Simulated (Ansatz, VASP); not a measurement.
Given: the input of a run of VASP 6.6.1 on Hf.

Contents of INCAR:

```
SYSTEM = Hf
PREC = Accurate
ENCUT = 520
EDIFF = 1E-6
ISMEAR = -1
SIGMA = 0.05
LREAL = .False.
LASPH = .True.
NELM = 100
ALGO = Fast
ISIF = 2
LWAVE = .False.
LCHARG = .False.
GGA = PE
NBANDS = 17
```

The input KPOINTS:

```
regular mesh
0
Gamma
  10 10 5
  0 0 0
```

File POSCAR:

```
Hf
1.0
    3.2387666662      0.0000000000      0.0000000000
   -1.6193833331      2.8048542099      0.0000000000
    0.0000000000      0.0000000000      5.1243576326
Hf
2
Direct
    0.6666666667      0.3333333333      0.7500000000
    0.3333333333      0.6666666667      0.2500000000
```

Potentials or basis: VASP PAW PBE potentials, release 64 (Hf_pv).

Run with:

```console
$ cat potpaw_PBE.64/Hf_pv/POTCAR > POTCAR
$ mpirun -np 1 vasp_std > vasp.out
```

Problem. Set up the same calculation for Ansatz 0.2.0. Potentials there: all-electron LAPW, scalar-relativistic.

Solution. As run (the cutoff follows the program's own potentials):

Contents of input.yaml:

```yaml
crystal:
  lattice:
    - [3.2387666662, 0.0, 0.0]
    - [-1.6193833331, 2.8048542099, 0.0]
    - [0.0, 0.0, 5.1243576326]
  atoms:
    - { symbol: Hf, position: [0.6666666667, 0.3333333333, 0.75] }
    - { symbol: Hf, position: [0.3333333333, 0.6666666667, 0.25] }
kpoints:
  mp_grid: { grid: [10, 10, 5] }
scf:
  occupations: { method: fermi_dirac, width: 0.05 }
hamiltonian:
  xc: pbe
  pseudopotentials: { kind: all_electron, lapw: { basis_error: 0.0005 } }
output:
  forces: true
  stress: true
  eigenvalues: true
```

Potentials or basis: all-electron LAPW, scalar-relativistic.

The run is started by

```console
$ ansatz run input.yaml --threads 1 --pin off --max-ram 2560MiB --backend cpu --events-out ev --progress --plain --runs-dir out
```

Both were run:

|  | VASP | Ansatz | Ansatz less VASP |
| --- | --- | --- | --- |
| gap on the k mesh at the Fermi level (eV) | none | none | - |
| pressure (GPa) | -3.9 | -3.4 | +0.48 |
| largest component of the traceless stress (GPa) | 0.42 | 0.36 | -0.055 |

A gap of «none» marks a metal or a gap that the smearing closes. Ansatz ran all-electron here, so the differences hold the error of VASP's frozen core and of both bases.

The runs have no spin-orbit coupling, so splittings on Hf are missing.
